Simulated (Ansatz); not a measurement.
Runs of Ansatz 0.2.0 on CsSnI3. The structure is cubic, space group Pm-3m (No. 221). The conventional cell has a = 6.206 Å, b = 6.206 Å, c = 6.206 Å, α = 90.00°, β = 90.00°, γ = 90.00°. Around Cs (site symmetry m-3m) lie 12 I at 4.39 Å. Around I (site symmetry 4/mmm) lie 2 Sn at 3.10 Å. Sn (site symmetry m-3m) has 6 I at 3.10 Å as nearest neighbours. 

```csv
task,level,cell,cutoff (eV),points for each segment of the path,pressure (GPa)
band structure,PBEsol,as given,420,14,(a)
band structure,LDA,as given,420,14,-1.6
band structure,r2SCAN,as given,500,14,0.0
relaxation of cell and atoms,PBEsol,relaxed,420,-,0.0
```

Alike in all rows: potentials or basis Ansatz PAW; no spin polarisation; k mesh 5 × 5 × 5; smearing fermi-dirac 0.05 eV.

**Question.** Fill in the values left out.

**Answer.** (a) -0.7.

Caveats: the PAW data sets come from PBE, with cores solved anew for the run's functional, which leaves a small shift of forces and pressure; the cell was measured hot, at 500 K (some runs); the plane-wave basis is chosen anew once the cell has moved, so the energies of steps on either side of that aren't comparable (some runs).

Runs at the PBE level aren't shown here.
